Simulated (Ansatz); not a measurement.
Relaxing Ag in the sc type

First guess:

```
CELL_PARAMETERS angstrom
2.77001 0.00000 0.00000
0.00000 2.77001 0.00000
0.00000 0.00000 2.77001
ATOMIC_POSITIONS crystal
Ag 0.00000 0.00000 0.00000
```

Method: Ansatz 0.2.0, DFT, PBE, PAW with Ansatz's default frozen-core files, scalar-relativistic.

Cell and atoms relax within the symmetry of the start on a 12×12×12 k mesh with 0.05 eV Fermi–Dirac smearing.

The start is built from a prototype, known or not as a phase of this compound; the cutoff is 420 eV.

Task: What is the pressure of the first guess?

Result: -1.28 GPa.

Task: What does it relax to?

Result: a = 2.751 Å, b = 2.751 Å, c = 2.751 Å, α = 90.00°, β = 90.00°, γ = 90.00° (conventional cell), 20.83 Å³ per atom:
```cif
data_structure
_symmetry_space_group_name_H-M 'Pm-3m'
_symmetry_Int_Tables_number 221
_cell_length_a 2.7515
_cell_length_b 2.7515
_cell_length_c 2.7515
_cell_angle_alpha 90.000
_cell_angle_beta 90.000
_cell_angle_gamma 90.000
_cell_volume 20.83
loop_
_atom_site_label
_atom_site_type_symbol
_atom_site_symmetry_multiplicity
_atom_site_Wyckoff_symbol
_atom_site_fract_x
_atom_site_fract_y
_atom_site_fract_z
_atom_site_occupancy
Ag1 Ag 1 a 0.00000 0.00000 0.00000 1
```

Task: How much energy does the relaxation release?

Result: 2 meV/atom.
